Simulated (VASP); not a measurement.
# As in VASP: relaxation of cell and atoms with LDA

Aim: the relaxation of cell and atoms of As with LDA.

Everything below comes from runs of VASP 6.6.1. Logs are shortened: lines on timing, memory, paths and dates and some standing lists are left out, and cuts for length are marked.

## Step 1: Starting point

The cell holds a sheet with vacuum, 2 atoms: a = 3.600 Å, b = 3.600 Å, c = 17.400 Å, α = 90.00°, β = 90.00°, γ = 120.00°.

The cell was built by a generator and needn't be a form met in nature.

## Step 2: Relaxation of cell and atoms, LDA

Contents of INCAR:

```
PREC     = Accurate       # precision mode
ENCUT    = 600            # plane-wave cutoff, eV
EDIFF    = 1E-6           # SCF threshold, eV
ISMEAR   = 0              # smearing method
SIGMA    = 0.03           # smearing width, eV
LREAL    = F              # projectors in reciprocal space
LASPH    = T              # aspherical terms in the spheres
NELM     = 120            # most SCF steps
ALGO     = Normal         # electronic algorithm
ISIF     = 3              # what is computed and relaxed
LWAVE    = F              # write WAVECAR
LCHARG   = F              # write CHGCAR
GGA      = CA             # functional
IBRION   = 2              # ionic algorithm
NSW      = 60             # ionic steps
EDIFFG   = -0.005         # ionic threshold
LATTICE_CONSTRAINTS= .TRUE. .TRUE. .FALSE.
KPAR     = 2
```

Contents of KPOINTS:

```
Automatic mesh
0
Gamma
  12 12 1
```

Contents of POSCAR:

```
As
1.0
    3.6000000000      0.0000000000      0.0000000000
   -1.8000000000      3.1176914500      0.0000000000
    0.0000000000      0.0000000000     17.4000000000
As
2
Direct
    0.3333330000      0.6666670000      0.4597701100
    0.6666670000      0.3333330000      0.5402298900
```

Potentials or basis: VASP PAW LDA potentials, release 64 (As).

Command:

```sh
> cat potpaw_LDA.64/As/POTCAR > POTCAR
> mpirun -np 2 vasp_std > vasp.out
```

OUTCAR:

```text
PREC = Accurate
   ENCUT = 600
   EDIFF = 1E-6
   ISMEAR = 0
   LREAL = F
   LASPH = T
   NELM = 120
   ISIF = 3
   GGA = CA
   IBRION = 2
   NSW = 60
   EDIFFG = -0.005

 ion  position               nearest neighbor table
   1  0.333  0.667  0.460-   2 2.51   2 2.51   2 2.51
   2  0.667  0.333  0.540-   1 2.51   1 2.51   1 2.51

  LATTYP: Found a hexagonal cell.
 ALAT       =     3.6000000000
 C/A-ratio  =     4.8333333333

  Lattice vectors:

 A1 = (   3.6000000000,   0.0000000000,   0.0000000000)
 A2 = (  -1.8000000000,   3.1176914500,   0.0000000000)
 A3 = (   0.0000000000,   0.0000000000,  17.4000000000)

Analysis of symmetry for initial positions (statically):
=====================================================================
 Subroutine PRICEL returns:
 Original cell was already a primitive cell.

 Routine SETGRP: Setting up the symmetry group for a
 hexagonal supercell.

 Subroutine GETGRP returns: Found 12 space group operations
 (whereof 12 operations were pure point group operations)
 out of a pool of 24 trial point group operations.

The static configuration has the point symmetry D_3d.

Analysis of symmetry for dynamics (positions and initial velocities):
=====================================================================
 Subroutine PRICEL returns:
 Original cell was already a primitive cell.

 Routine SETGRP: Setting up the symmetry group for a
 hexagonal supercell.

 Subroutine GETGRP returns: Found 12 space group operations
 (whereof 12 operations were pure point group operations)
 out of a pool of 24 trial point group operations.

The dynamic configuration has the point symmetry D_3d.

 Subroutine INISYM returns: Found 12 space group operations
 (whereof 12 operations are pure point group operations),
 and found     1 'primitive' translations

----------------------------------------------------------------------------------------

                                     Primitive cell

  volume of cell :     195.2922

  direct lattice vectors                    reciprocal lattice vectors
     3.600000000  0.000000000  0.000000000     0.277777778  0.160375075  0.000000000
    -1.800000000  3.117691450  0.000000000     0.000000000  0.320750150  0.000000000
     0.000000000  0.000000000 17.400000000     0.000000000  0.000000000  0.057471264

  length of vectors
     3.600000000  3.599999997 17.400000000     0.320750150  0.320750150  0.057471264

  position of ions in fractional coordinates (direct lattice)
     0.333333000  0.666667000  0.459770110
     0.666667000  0.333333000  0.540229890

  ion indices of the primitive-cell ions
   primitive index   ion index
                 1           1
                 2           2

----------------------------------------------------------------------------------------

 KPOINTS: Automatic mesh

Automatic generation of k-mesh.
 Grid dimensions read from file:
 generate k-points for:   12   12    1

 Generating k-lattice:

  Cartesian coordinates                     Fractional coordinates (reciprocal lattice)
     0.023148148  0.013364590  0.000000000     0.083333333  0.000000000  0.000000000
     0.000000000  0.026729179  0.000000000     0.000000000  0.083333333  0.000000000
     0.000000000  0.000000000  0.057471264     0.000000000  0.000000000  1.000000000

  Length of vectors
     0.026729179  0.026729179  0.057471264

  Shift w.r.t. Gamma in fractional coordinates (k-lattice)
     0.000000000  0.000000000  0.000000000

 Subroutine IBZKPT returns following result:
 ===========================================

 Found     19 irreducible k-points:

 Following reciprocal coordinates:
            Coordinates               Weight
  0.000000  0.000000  0.000000      1.000000
  0.083333  0.000000  0.000000      6.000000
  0.166667  0.000000  0.000000      6.000000
  0.250000 -0.000000  0.000000      6.000000
  0.333333  0.000000  0.000000      6.000000
  0.416667  0.000000  0.000000      6.000000
[... 11 lines left out ...]
  0.333333  0.250000  0.000000     12.000000
  0.333333  0.333333  0.000000      2.000000
   k-points           NKPTS =     19   k-points in BZ     NKDIM =     19   number of bands    NBANDS=      9
   number of dos      NEDOS =    301   number of ions     NIONS =      2
   total plane-waves  NPLWV = 126000
   dimension x,y,z NGX =    30 NGY =   30 NGZ =  140
   dimension x,y,z NGXF=    60 NGYF=   60 NGZF=  280
   ions per type =               2
   NGX,Y,Z   is equivalent  to a cutoff of  13.85, 13.85, 13.38 a.u.
   NGXF,Y,Z  is equivalent  to a cutoff of  27.71, 27.71, 26.75 a.u.
 SYSTEM =  unknown system
   PREC   = accura    normal or accurate (medium, high low for compatibility)
   ISTART =      0    job   : 0-new  1-cont  2-samecut
   ICHARG =      2    charge: 1-file 2-atom 10-const
   ISPIN  =      1    spin polarized calculation?
   LNONCOLLINEAR =      F non collinear calculations
   LSORBIT =      F    spin-orbit coupling
   LASPH  =      T    aspherical Exc in radial PAW
   ENCUT  =  600.0 eV  44.10 Ry    6.64 a.u.   7.19  7.19 34.75*2*pi/ulx,y,z
   NELM   =    120;   NELMIN=  2; NELMDL= -5     # of ELM steps
   EDIFF  = 0.1E-05   stopping-criterion for ELM
   LREAL  =      F    real-space projection
   EDIFFG = -.5E-02   stopping-criterion for IOM
   NSW    =     60    number of steps for IOM
   IBRION =      2    ionic relax: 0-MD 1-quasi-New 2-CG
   NFREE  =      1    steps in history (QN), initial steepest desc. (CG)
   ISIF   =      3    stress and relaxation
   ISYM   =      2    0-nonsym 1-usesym 2-fastsym
   POTIM  = 0.5000    time-step for ionic-motion
   TEBEG  =    0.0;   TEEND  =   0.0 temperature during run
   PSTRESS=    0.0 pullay stress
   NELECT =      10.0000    total number of electrons
   NUPDOWN=      -1.0000    fix difference up-down
   EMIN   =  10.00;   EMAX   =-10.00  energy-range for DOS
   EFERMI =   0.00;   METHOD = LEGACY
   ISMEAR =     0;   SIGMA  =   0.03  broadening in eV -4-tet -1-fermi 0-gaus
   EFERMI_NEDOS =   21; number of points for ismear=-14 and -15
   IALGO  =     38    algorithm
   IMIX   =      4    mixing-type and parameters
     AMIX     =   0.40;   BMIX     =  1.00
     AMIX_MAG =   1.60;   BMIX_MAG =  1.00
  volume/ion in A,a.u.               =      97.65       658.95
  Fermi-wavevector in a.u.,A,eV,Ry     =   0.607920  1.148803  5.028263  0.369567
  Thomas-Fermi vector in A             =   1.662559
   LORBIT       =      0    0 simple, 1 ext, 2 COOP (PROOUT), +10 PAW based schemes
   GGA     = CA    functional components
   LHFCALC =     F    Hartree Fock is set to
   AEXX    =    0.0000 exact exchange contribution
   IVDW    =     0    specifies the selected vdW correction
   LEPSILON=     F    determine dielectric tensor
   LRPA    =     F    only Hartree local field effects (RPA)
 conjugate gradient relaxation of ions
 non-spin polarized calculation
 Gauss-broadening in eV      SIGMA  =   0.03
  energy-cutoff  :      600.00
  volume of cell :      195.29
 maximum number of plane-waves:      6540
 NGX is ok and might be reduce to    30
   NGX = 15   NGY = 15   NGZ = 69

--------------------------------------- Ionic step        1  -------------------------------------------

 number of electron      10.0000000 magnetization

 number of electron       9.9999999 magnetization

 Free energy of the ion-electron system (eV)
  ---------------------------------------------------
  ext. energy  EPLUGINS =         0.00000000
  ---------------------------------------------------
  free energy    TOTEN  =       -10.42993916 eV

  energy without entropy =      -10.42993916  energy(sigma->0) =      -10.42993916

------------------------ aborting loop because EDIFF is reached ----------------------------------------

  FORCE on cell =-STRESS in cart. coord.  units (eV):
  Direction    XX          YY          ZZ          XY          YZ          ZX
  --------------------------------------------------------------------------------------
  -------------------------------------------------------------------------------------
  Total       -1.2336358     -1.2336358     -0.6005407      0.0000000     -0.0000000     -0.0000000
  in kB      -10.1207490    -10.1207490     -4.9268363      0.0000000     -0.0000000     -0.0000000
  external PRESSURE =      -8.3894448 kB  Pullay stress =       0.0000000 kB

 VOLUME and BASIS-vectors are now :
 -----------------------------------------------------------------------------
  energy-cutoff  :      600.00
  volume of cell :      195.29
      direct lattice vectors                 reciprocal lattice vectors
     3.600000000  0.000000000  0.000000000     0.277777778  0.160375075  0.000000000
    -1.800000000  3.117691450  0.000000000     0.000000000  0.320750150  0.000000000
     0.000000000  0.000000000 17.400000000     0.000000000  0.000000000  0.057471264
[... 109 lines left out ...]
 POSITION                                       TOTAL-FORCE (eV/Angst)
 -----------------------------------------------------------------------------------
     -0.00000      2.03236      8.00652        -0.000000      0.000000     -0.029207
      1.76008      1.01618      9.39348         0.000000     -0.000000      0.029207
 -----------------------------------------------------------------------------------
    total drift:                               -0.000000     -0.000000      0.000000

  FREE ENERGIE OF THE ION-ELECTRON SYSTEM (eV)
  ---------------------------------------------------
  free  energy   TOTEN  =       -10.4613677554 eV

  energy  without entropy=      -10.4613677554  energy(sigma->0) =      -10.46136776

--------------------------------------- Ionic step        5  -------------------------------------------

 number of electron      10.0000000 magnetization

 Free energy of the ion-electron system (eV)
  ---------------------------------------------------
  ext. energy  EPLUGINS =         0.00000000
  ---------------------------------------------------
  free energy    TOTEN  =       -10.46142769 eV

  energy without entropy =      -10.46142769  energy(sigma->0) =      -10.46142769

 E-fermi :  -2.9661     XC(G=0):  -3.1394

 val. band max:       -3.1421292893   @ k =   0.0000   0.0000   0.0000
 cond. band min:      -1.7375822443   @ k =   0.3333   0.0000   0.0000
 fundamental gap:      1.4045470450
 Fermi energy:        -2.9660519774

 k-point     1 :       0.0000    0.0000    0.0000
  band No.  band energies     occupation
      1     -17.2007      2.00000
      2     -10.5846      2.00000
      3      -4.0105      2.00000
      4      -3.1422      2.00000
      5      -3.1421      2.00000
      6      -1.0555      0.00000
      7       0.4170      0.00000
      8       0.4170      0.00000
      9       1.7253      0.00000

 k-point     2 :       0.0833    0.0000    0.0000
  band No.  band energies     occupation
      1     -17.1019      2.00000
      2     -10.5557      2.00000
      3      -4.1143      2.00000
      4      -3.9527      2.00000
      5      -3.3716      2.00000
      6      -0.4528      0.00000
      7       0.3220      0.00000
      8       0.6476      0.00000
      9       1.8791      0.00000
[... 224 lines left out ...]
 POSITION                                       TOTAL-FORCE (eV/Angst)
 -----------------------------------------------------------------------------------
     -0.00000      2.03083      8.00508        -0.000000     -0.000000     -0.000118
      1.75875      1.01541      9.39492         0.000000      0.000000      0.000118
 -----------------------------------------------------------------------------------
    total drift:                               -0.000000      0.000000      0.000000

  FREE ENERGIE OF THE ION-ELECTRON SYSTEM (eV)
  ---------------------------------------------------
  free  energy   TOTEN  =       -10.4614276883 eV

  energy  without entropy=      -10.4614276883  energy(sigma->0) =      -10.46142769

 reached required accuracy - stopping structural energy minimisation
```

Wall time 60 s (2 MPI ranks of Intel Xeon Platinum 8488C (Sapphire Rapids), shared host); peak memory 0.28 GiB.

Results:

```
Free energy                            : -10.4614 eV
Relaxed volume                         : 93.22 Å³/atom
Relaxed cell                           : a = 3.517 Å, b = 3.517 Å, c = 17.400 Å, α = 90.00°, β = 90.00°, γ = 120.00°
Space group after relaxing (to 0.05 Å) : P-3m1 (No. 164)
Energy gained by relaxing              : 15.7 meV/atom
Ionic steps                            : 5
Band gap on the k mesh                 : 1.40 eV, indirect (least direct gap 2.09 eV)
```

Step by step:
| step | energy change (eV) | largest force (eV/Å) | pressure (GPa) | volume (Å³) |
| --- | --- | --- | --- | --- |
| 1 | 0.0000 | 0.4281 | -0.84 | 195.29 |
| 2 | -0.0187 | 0.5502 | 0.58 | 183.84 |
| 3 | -0.0297 | 0.1610 | 0.00 | 188.01 |
| 4 | -0.0314 | 0.0292 | 0.00 | 186.72 |
| 5 | -0.0315 | 0.0001 | 0.00 | 186.44 |

Final structure:
```xyz
2
Lattice="3.5175 0.0000 0.0000 -1.7587 3.0462 0.0000 0.0000 0.0000 17.4000" Properties=species:S:1:pos:R:3 pbc="T T T"
As    0.0000    2.0308    8.0051
As    1.7587    1.0154    9.3949
```
